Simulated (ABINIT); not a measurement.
# CuO (P-6m2) in ABINIT: reference runs

How does CuO come out in PBE? The cell is run as given and disturbed.

All numbers are computed with ABINIT 10.8.3 (patched build); they aren't measurements. Logs are shortened: lines on timing, memory, paths and dates and some standing lists are left out, and cuts for length are marked. The log counts tension as positive stress, the text compression.

## Step 1: The crystal as given

The structure is hexagonal, space group P-6m2 (No. 187). Conventional cell: a = 2.836 Å, b = 2.836 Å, c = 2.768 Å, α = 90.00°, β = 90.00°, γ = 120.00°. Cu (site symmetry -6m2) has 6 O at 2.14 Å as nearest neighbours. Around O (site symmetry -6m2) lie 6 Cu at 2.14 Å.

Measurements of this composition are mostly on another form, of space group No. 15.

## Step 2: Single point, PBE

Contents of run.abi:

```
# Pseudopotentials
pp_dirpath "./"
pseudos "Cu.GGA_PBE-JTH.xml, O.GGA_PBE-JTH.xml"

# Structure
acell 3*1.0 Angstrom
rprim
     2.8363251100     0.0000000000     0.0000000000
    -1.4181625500     2.4563296000     0.0000000000
     0.0000000000     0.0000000000     2.7681127800
ntypat 2
znucl 29 8
natom 2
typat 1 2
xred
     0.0000000000     0.0000000000     0.0000000000
     0.6666666667     0.3333333333     0.5000000000

# Plane-wave basis
ecut 26.0
pawecutdg 48.0
pawxcdev 0

# k points
kptopt 1
ngkpt 11 11 10
nshiftk 1
shiftk 0.0 0.0 0.0

# Exchange and correlation
ixc 11

# Bands and occupations
nband 17
occopt 3
tsmear 0.05 eV

# SCF cycle
nstep 100
tolvrs 1.0e-9

# Output
iomode 3
prtwf 0
prteig 0
prtebands 0
enunit 2
prtden 1
prtvha 1
prtvclmb 1
prtpot 1
```

Potentials or basis: JTH PAW PBE v2.0.

The run is started by

```
mpirun --bind-to none -np 4 abinit run.abi > log 2>&1
```

run.abo:

```text
.Version 10.8.3 of ABINIT
 Symmetries : space group P-6 m 2 (#187); Bravais hP (primitive hexag.)
================================================================================
 Values of the parameters that define the memory need of the present run
     intxc =       0    ionmov =       0      iscf =      17    lmnmax =      18
     lnmax =       6     mgfft =      27  mpssoang =       3    mqgrid =    3001
     natom =       2  nloc_mem =       2    nspden =       1   nspinor =       1
    nsppol =       1      nsym =      12    n1xccc =       1    ntypat =       2
    occopt =       3   xclevel =       2
       mpw =         838          nfft =       19683          nkpt =          96
Pmy_natom=         1
 PAW method is used; the additional fine FFT grid is defined by:
   mgfftf=        36    nfftf =     46656
================================================================================
================================================================================

--------------------------------------------------------------------------------
------------- Echo of variables that govern the present computation ------------
--------------------------------------------------------------------------------
 -outvars: echo values of preprocessed input variables --------
            acell      1.8897261259E+00  1.8897261259E+00  1.8897261259E+00 Bohr
              amu      6.35460000E+01  1.59994000E+01
             ecut      2.60000000E+01 Hartree
           enunit           2
                       outvar_i_n : Printing only first  50 k-points.
              ixc          11
                       outvar_i_n : Printing only first  50 k-points.
         kptrlatt       11    0    0      0   11    0      0    0   10
          kptrlen      5.23097504E+01
            natom           2
            nband          17
            ngfft          27      27      27
          ngfftdg          36      36      36
             nkpt          96
            nstep         100
             nsym          12
           ntypat           2
                       prtocc : prtvol=0, do not print more k-points.
           occopt           3
        pawecutdg      4.80000000E+01 Hartree
         pawxcdev           0
        prtebands           0
           prteig           0
           prtpot           1
         prtvclmb           1
           prtvha           1
            prtwf           0
            rprim      2.8363251100E+00  0.0000000000E+00  0.0000000000E+00
                      -1.4181625500E+00  2.4563296000E+00  0.0000000000E+00
                       0.0000000000E+00  0.0000000000E+00  2.7681127800E+00
          spgroup         187
           tolvrs      1.00000000E-09
           tsmear      1.83746611E-03 Hartree
            typat      1  2
           useylm           1
                       outvars : Printing only first  50 k-points.
           xangst      0.0000000000E+00  0.0000000000E+00  0.0000000000E+00
[... 147 lines left out ...]
    2     -0.00000000000000     0.00000000000000    -0.00000000000000
 frms,max,avg= 2.2684123E-26 2.9700488E-26   0.000E+00  0.000E+00  0.000E+00 h/b

 cartesian forces (eV/Angstrom) at end:
    1      0.00000000000000    -0.00000000000000    -0.00000000000000
    2     -0.00000000000000     0.00000000000000    -0.00000000000000
 frms,max,avg= 1.1664645E-24 1.5272605E-24   0.000E+00  0.000E+00  0.000E+00 e/A
 length scales=  1.889726125908  1.889726125908  1.889726125908 bohr
              =  1.000000000000  1.000000000000  1.000000000000 angstroms
 Fermi (or HOMO) energy (hartree) =   0.21082   Average Vxc (hartree)=  -0.43580
 Eigenvalues (hartree) for nkpt=  96  k points:
 kpt#   1, nband= 17, wtk=  0.00083, kpt=  0.0000  0.0000  0.0000 (reduced coord)
  -3.90872   -2.34739   -2.33946   -2.33946   -0.49669    0.07946    0.07946    0.09321
   0.11415    0.14751    0.14751    0.20571    0.20571    0.24934    0.76772    0.82180
   0.82180
      occupation numbers for kpt#   1
   2.00000    2.00000    2.00000    2.00000    2.00000    2.00000    2.00000    2.00000
   2.00000    2.00000    2.00000    1.88280    1.88280    0.00000    0.00000    0.00000
   0.00000
 prteigrs : prtvol=0 or 1, do not print more k-points.

 Fermi (or HOMO) energy (eV) =   5.73662   Average Vxc (eV)= -11.85859
 Eigenvalues (   eV  ) for nkpt=  96  k points:
 kpt#   1, nband= 17, wtk=  0.00083, kpt=  0.0000  0.0000  0.0000 (reduced coord)
-106.36175  -63.87579  -63.65984  -63.65984  -13.51554    2.16215    2.16215    2.53634
   3.10624    4.01401    4.01401    5.59779    5.59779    6.78499   20.89080   22.36221
  22.36221
 prteigrs : prtvol=0 or 1, do not print more k-points.

--- !EnergyTerms
iteration_state     : {dtset: 1, }
comment             : Components of total free energy in Hartree
kinetic             :  1.84010729147732E+01
hartree             :  4.93231211073482E+01
xc                  : -5.62558159277168E+00
Ewald energy        : -1.27955195374669E+02
psp_core            :  8.03025552009078E+00
local_psp           : -1.25202233565014E+02
PAW spherical_terms : -3.10216685423826E+01
internal            : -2.14050229532625E+02
'-kT*entropy'       : -8.70690719100232E-04
total_energy        : -2.14051100223344E+02
total_energy_eV     : -5.82462716455461E+03
...

--- !EnergyTermsDC
iteration_state     : {dtset: 1, }
comment             : '"Double-counting" decomposition of free energy'
band_energy         : -2.11452744861666E+01
Ewald energy        : -1.27955195374669E+02
psp_core            :  8.03025552009078E+00
xc_dc               : -4.76634639064401E+01
PAW spherical_terms : -2.53165529443489E+01
internal            : -2.14050231191534E+02
'-kT*entropy'       : -8.70690719100232E-04
total_energy_dc     : -2.14051101882253E+02
total_energy_dc_eV  : -5.82462720969582E+03
...

--- !EnergyTermsWithPAWCore
iteration_state     : {dtset: 1, }
comment             : 'Components of total free energy, including PAW core contributions'
Total energy        : -1.73018639721102E+03
Total energy DC     : -1.73018639886993E+03
Total energy (eV)   : -4.70807703320515E+04
Total energy DC (eV): -4.70807703771927E+04
...

 Cartesian components of stress tensor (hartree/bohr^3)
  sigma(1 1)= -8.78696129E-05  sigma(3 2)=  0.00000000E+00
  sigma(2 2)= -8.78696805E-05  sigma(3 1)=  0.00000000E+00
  sigma(3 3)=  2.56615054E-04  sigma(2 1)= -1.25421158E-10

-Cartesian components of stress tensor (GPa)         [Pressure= -7.9315E-01 GPa]
- sigma(1 1)= -2.58521327E+00  sigma(3 2)=  0.00000000E+00
- sigma(2 2)= -2.58521526E+00  sigma(3 1)=  0.00000000E+00
- sigma(3 3)=  7.54987555E+00  sigma(2 1)= -3.69001788E-06

== END DATASET(S) ==============================================================
================================================================================

 -outvars: echo values of variables after computation  --------
            acell      1.8897261259E+00  1.8897261259E+00  1.8897261259E+00 Bohr
           etotal     -2.1405110188E+02
            fcart      2.5721377263E-26 -2.9700488209E-26 -0.0000000000E+00
                      -2.5721377263E-26  2.9700488209E-26 -0.0000000000E+00
            rprim      2.8363251100E+00  0.0000000000E+00  0.0000000000E+00
                      -1.4181625500E+00  2.4563296000E+00  0.0000000000E+00
                       0.0000000000E+00  0.0000000000E+00  2.7681127800E+00
           strten     -8.7869612897E-05 -8.7869680539E-05  2.5661505408E-04
                       0.0000000000E+00  0.0000000000E+00 -1.2542115844E-10
           xangst      0.0000000000E+00  0.0000000000E+00  0.0000000000E+00
                       1.4181625567E+00  8.1877653333E-01  1.3840563900E+00
             xred      0.0000000000E+00  0.0000000000E+00  0.0000000000E+00
                       6.6666666667E-01  3.3333333333E-01  5.0000000000E-01
 Calculation completed.
```

Wall time 13 s (4 MPI ranks of Arm Neoverse V2, shared host); peak memory 0.4 GiB.

Results:

| Quantity | Value |
| --- | --- |
| Free energy | -5824.6272 eV |
| Pressure | -0.8 GPa |
| Band gap on the k mesh | none (metal or under the smearing width) |
| Valence electrons inside the program's atomic spheres | Cu 17.24; O 4.46 |

Stress tensor (GPa, compression positive):
```
 2.59  0.00  0.00
 0.00  2.59  0.00
 0.00  0.00 -7.55
```

Levels at points of the mesh, in eV from the Fermi level:
```tsv
k point	band 10	band 11	band 12	band 13	band 14	band 15	band 16	band 17
(0.00, 0.00, 0.00)	-1.72	-1.72	-0.14	-0.14	1.05	15.15	16.63	16.63
(0.00, 0.00, 0.50)	-2.20	-1.50	-0.18	-0.18	7.12	7.58	20.95	20.95
```

Caveat: an odd number of electrons without spin polarisation forces a metal; a magnetic or distorted state may lie lower; the run has no spin polarisation, though such a crystal can be magnetic; semilocal functionals often make such compounds metallic where correlation or magnetic order opens a gap, which also shifts bond lengths. With open d or f shells a metallic result of PBE can be an artefact of self-interaction; +U or a hybrid may open a gap.

## Step 3: Single point, PBE (atoms moved at random, drawn with an rms of 0.05 Å)

Contents of run.abi:

```
# Pseudopotentials
pp_dirpath "./"
pseudos "Cu.GGA_PBE-JTH.xml, O.GGA_PBE-JTH.xml"

# Structure
acell 5.3598776583 5.3598776558 5.2309750363
rprim
     1.0000000000     0.0000000000     0.0000000000
    -0.4999999985     0.8660254047     0.0000000000
     0.0000000000     0.0000000000     1.0000000000
ntypat 2
znucl 29 8
natom 2
typat 1 2
xred
     0.0118650000     0.0046010000    -0.0191100000
     0.6452750000     0.3278360000     0.5076110000
chkprim 0
chksymtnons 0
tolsym 1.0e-6

# Plane-wave basis
ecut 707.496042 eV
pawecutdg 48.0
pawxcdev 0

# k points
kptopt 1
ngkpt 11 11 10
nshiftk 1
shiftk 0.0 0.0 0.0

# Exchange and correlation
ixc 11

# Bands and occupations
nband 17
occopt 3
tsmear 0.05 eV

# SCF cycle
nstep 100
tolvrs 1.0e-9

# Output
iomode 3
prtwf 0
prteig 0
prtebands 0
enunit 2
prtden 1
prtvha 1
prtvclmb 1
prtpot 1
```

Potentials or basis: JTH PAW PBE v2.0.

The run is started by

```
mpirun --bind-to none -np 4 abinit run.abi > log 2>&1
```

It took 67 s on 4 MPI ranks of Arm Neoverse V2, shared host; peak memory 0.64 GiB.

It converged, with:

```yaml
Free_energy: -5824.6205 eV
Pressure: 0.1 GPa
Largest_force: 0.284 eV/Å
Band_gap_on_the_k_mesh: none (metal or under the smearing width)
Valence_electrons_inside_the_program's_atomic_spheres: Cu 17.24; O 4.47
```

Forces in eV/Å, atoms in the order of the input:
```
Cu   0.048 -0.028  0.279
O   -0.048  0.028 -0.279
```

Stress tensor (GPa, compression positive):
```
 3.68 -0.36 -0.78
-0.36  3.30 -0.29
-0.78 -0.29 -6.64
```

Levels at points of the mesh, in eV from the Fermi level:
| k point | band 10 | band 11 | band 12 | band 13 | band 14 | band 15 | band 16 | band 17 |
| --- | --- | --- | --- | --- | --- | --- | --- | --- |
| (0.00, 0.00, 0.00) | -1.77 | -1.69 | -0.31 | -0.01 | 1.05 | 15.02 | 16.38 | 16.90 |
| (0.00, 0.00, 0.50) | -2.22 | -1.52 | -0.46 | 0.08 | 7.08 | 7.59 | 20.72 | 21.13 |

Caveat: an odd number of electrons without spin polarisation forces a metal; a magnetic or distorted state may lie lower; the run has no spin polarisation, though such a crystal can be magnetic; semilocal functionals often make such compounds metallic where correlation or magnetic order opens a gap, which also shifts bond lengths.

## Step 4: Equation of state, PBE

Contents of run.abi:

```
# Datasets: one volume each
ndtset 7
scalecart1 3*0.9795861087
scalecart2 3*0.9864848297
scalecart3 3*0.9932883884
scalecart4 3*1.0000000000
scalecart5 3*1.0066227096
scalecart6 3*1.0131594038
scalecart7 3*1.0196128224

# Pseudopotentials
pp_dirpath "./"
pseudos "Cu.GGA_PBE-JTH.xml, O.GGA_PBE-JTH.xml"

# Structure
acell 3*1.0 Angstrom
rprim
     2.8363251100     0.0000000000     0.0000000000
    -1.4181625500     2.4563296000     0.0000000000
     0.0000000000     0.0000000000     2.7681127800
ntypat 2
znucl 29 8
natom 2
typat 1 2
xred
     0.0000000000     0.0000000000     0.0000000000
     0.6666666667     0.3333333333     0.5000000000

# Plane-wave basis
ecut 26.0
pawecutdg 48.0
pawxcdev 0

# k points
kptopt 1
ngkpt 11 11 10
nshiftk 1
shiftk 0.0 0.0 0.0

# Exchange and correlation
ixc 11

# Bands and occupations
nband 17
occopt 3
tsmear 0.05 eV

# SCF cycle
nstep 100
tolvrs 1.0e-9

# Output
iomode 3
prtwf 0
prtden 0
prteig 0
prtebands 0
enunit 2
```

The run is started by

```
mpirun --bind-to none -np 4 abinit run.abi > log 2>&1
```

It took 86 s on 4 MPI ranks of Arm Neoverse V2, shared host; peak memory 0.52 GiB.

The run converged. Its results:

- Equilibrium volume: 9.63 Å³/atom
- Bulk modulus at fixed shape and positions: 169 GPa
- Pressure derivative of the bulk modulus: 4.5

Energy against volume, from the lowest point:
```tsv
volume (Å³/atom)	energy (meV/atom)
9.064	19.44
9.257	8.11
9.450	1.78
9.643	0.00
9.836	2.29
10.028	8.18
10.221	17.31
```

Caveat: pressures at fixed basis lie under the slope of the energies; the cell was scaled at fixed shape and fractional positions, which overstates the stiffness of a crystal with free parameters, most of all of layers and chains; the run has no spin polarisation, though such a crystal can be magnetic.

## Step 5: Summary

| task | cell | gap on the mesh (eV) | pressure (GPa) |
| --- | --- | --- | --- |
| single point | as given | none | -0.8 |
| single point | atoms moved at random, drawn with an rms of 0.05 Å | none | 0.1 |
| equation of state | as given | - | - |

Alike in all rows: level PBE; potentials or basis JTH PAW PBE v2.0; no spin polarisation; k mesh 11 × 11 × 10; cutoff (eV) 707; smearing fermi-dirac 0.05 eV.

Caveats: the run has no spin polarisation, though such a crystal can be magnetic; an odd number of electrons without spin polarisation forces a metal (some runs); a magnetic or distorted state may lie lower (some runs); semilocal functionals often make such compounds metallic where correlation or magnetic order opens a gap, which also shifts bond lengths (some runs); pressures at fixed basis lie under the slope of the energies (some runs); the cell was scaled at fixed shape and fractional positions, which overstates the stiffness of a crystal with free parameters, most of all of layers and chains (some runs).

Total energies depend on the potentials used, so only differences within one code and one set of settings carry meaning.
